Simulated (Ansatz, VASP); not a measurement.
**Two plane-wave programs on Se**

```
CELL_PARAMETERS angstrom
3.95346 0.00000 0.00000
-1.97673 3.42380 0.00000
0.00000 0.00000 5.12053
ATOMIC_POSITIONS crystal
Se 0.25435 0.00000 0.33333
Se 0.00000 0.25435 0.66667
Se 0.74565 0.74565 0.00000
```

Alike in both runs: task single point; functional LDA; k mesh 9 × 9 × 6; no spin polarisation.

|  | VASP | Ansatz |
| --- | --- | --- |
| version | VASP 6.6.1 | Ansatz 0.2.0 |
| potentials or method | VASP PAW LDA potentials, release 64 (Se) | plane waves (420 eV) with PAW, scalar-relativistic |
| plane-wave cutoff (eV) | 520 | 420 |
| occupations | methfessel-paxton of order 1, width 0.01 eV | cold, width 0.01 eV |
| valence electrons in the cell | 18 | 48 |

|  | VASP | Ansatz | Ansatz less VASP |
| --- | --- | --- | --- |
| gap on the k mesh at the Fermi level (eV) | 0.28 | 0.29 | +0.009 |
| pressure (GPa) | 0.2 | 0.0 | -0.23 |
| largest component of the traceless stress (GPa) | 0.09 | 0.02 | -0.071 |

The two sets of potentials don't hold the same shells in valence. Ansatz warned: «pseudo_functional_mismatch».

Caveats: an odd mesh through Γ misses points on the zone boundary, where band edges often lie.
